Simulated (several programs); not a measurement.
BN (h-MgO type) (no longer in that coordination), relaxed with r2SCAN in Ansatz, was computed with several methods. The symmetry is P6_3/mmc (No. 194, hexagonal); a = 2.501 Å, c = 6.893 Å in the conventional setting, 9.33 Å³ an atom. Around B lie 3 N at 1.44 Å; around N lie 3 B at 1.44 Å. The structure was generated, not taken from experiment, and needn't be the ground state; spin polarisation is off.

Space group P6_3/mmc (No. 194). a = 2.501 Å, b = 2.501 Å, c = 6.893 Å, α = 90.00°, β = 90.00°, γ = 120.00°

| atom | site | symmetry | x | y | z |
| --- | --- | --- | --- | --- | --- |
| B | 2c | -6m2 | 0.3333 | 0.6667 | 0.2500 |
| N | 2d | -6m2 | 0.6667 | 0.3333 | 0.2500 |

Gaps and times are for a single point on this cell; volume and bulk modulus come from each method's own relaxation or energy curve at fixed shape, which is too stiff where a cell has free coordinates or axes. Times are rough, from shared hosts (Arm Neoverse V1; Intel Xeon Processor @ 2.50GHz), and each method has its own mesh and cell size. A double dagger marks a value from a curve with shape and coordinates held. PM6 (MOPAC), PM7 (MOPAC), GFN1-xTB (tblite), GFN2-xTB (tblite) treat a cluster of cells at its zone centre, which samples few k points: where these miss a band edge, the gap comes out too large for that reason alone. Gaps from k meshes are read at a limited set of points (mesh, symmetry points, PBE's band edges), so each method's own least gap may be somewhat smaller. Force fields have no electrons; where one was fitted to this phase, its volume and modulus reflect the fit. xTB and the PM methods were fitted mostly to molecules, and can miss a solid's gap by electronvolts. Minimal bases can be far off for gaps. Times of the plane-wave ladder aren't listed, since it ran on unlike processors and cards. Curves at held shape can't give the bulk modulus of a layered or molecular crystal, so none is listed. GLLB-SC's gap includes the derivative discontinuity. G0W0 is at finite bands, cutoff and mesh. d marks a direct gap, i an indirect one (no mark: not told apart), a dash a value that wasn't computed or didn't pass its checks.

| method | kind | gap (eV) | own volume (Å³/atom) | bulk modulus (GPa) | atoms computed | processor time |
| --- | --- | --- | --- | --- | --- | --- |
| PBEsol | semilocal | – | 9.60 | – | 4 | – |
| BNC.tersoff (LAMMPS) | force field | – | 9.31 | – | 4 | 0.12 s |
| BN.extep (LAMMPS) | force field | – | 9.36 | – | 4 | 0.12 s |
| light PBE (260 eV and a coarse mesh) | light plane-wave | 4.32 i | – | – | 4 | 0.68 s |
| non-self-consistent DFTB (CP2K) | tight binding | 3.95 d | – | – | 4 | 1.1 s |
| PBE | semilocal | 4.34 i | – | – | 4 | – |
| GFN1-xTB (tblite) | tight binding | 5.19 | 9.37‡ | – | cluster | 3.2 s |
| LDA | semilocal | 4.15 i | 8.72 | – | 4 | – |
| r2SCAN | semilocal | 4.89 i | 9.33 | – | 4 | – |
| PM6 (MOPAC) | semi-empirical | 9.81 | – | – | cluster | 11 s |
| PM7 (MOPAC) | semi-empirical | 8.48 | 9.65‡ | – | cluster | 13 s |
| PBE/SZV (CP2K) | small basis | 4.58 d | 10.05‡ | – | 4 | 14 s |
| GFN2-xTB (tblite) | tight binding | 5.09 | 9.44‡ | – | cluster | 15 s |
| G0W0@LDA (140 eV screening cutoff) | many-body | 5.88 | – | – | 4 | – |
| GLLB-SC (GPAW) | model potential | 7.23 | – | – | 4 | 31 s |
| PBE/DZVP (CP2K) | small basis | 4.38 i | 9.52‡ | – | 4 | 35 s |
| G0W0@r2SCAN (140 eV screening cutoff) | many-body | 6.18 | – | – | 4 | – |
| PBE/single zeta (GPAW) | small basis | 4.37 d | – | – | 4 | 46 s |
| G0W0@HSE06 (140 eV screening cutoff) | many-body | 6.56 | – | – | 4 | – |
| LC-ωPBE | hybrid | 11.15 i | – | – | 4 | – |
| G0W0@PBE (220 eV screening cutoff) | many-body | 6.06 | – | – | 4 | – |
| HSE06 | hybrid | 5.65 i | 10.70 | – | 4 | – |
| PBE0 | hybrid | 6.40 i | – | – | 4 | – |
| DDH-PBE0 | hybrid | 6.44 i | – | – | 4 | – |
| r2SCANh | hybrid | 5.63 i | – | – | 4 | – |

Task: How far from the measured values lie the methods that can be set against them?

Result:
- Volume, measured 9.076 Å³ an atom: PBEsol +5.8 %, BNC.tersoff (LAMMPS) +2.6 %, BN.extep (LAMMPS) +3.1 %, LDA -3.9 %, r2SCAN +2.8 %, HSE06 +17.9 %.
The calculations are for a static lattice; samples hold vibrations, temperature and, in optical gaps, excitons. A measured value is shown where most reports agree with it, and only for the quantities listed. Sources: 27.4 GPa (K0, third-order Birch-Murnaghan, 0-9.5 GPa; 300 K; “Anisotropic thermo-mechanical response of layered hexagonal boron nitride and black phosphorus: application as a simultaneous pressure and temperature sensor”; equation-of-state fit parameter, correlated with K0' of 11.4; 2023; arxiv:2307.07533); 9.076 Å³ an atom (from the lattice constants; a at 300 K; 300 K; “Anisotropic thermo-mechanical response of layered hexagonal boron nitride and black phosphorus: application as a simultaneous pressure and temperature sensor”; 300 K value from polynomial fit to temperature-dependent data; 2023; arxiv:2307.07533).
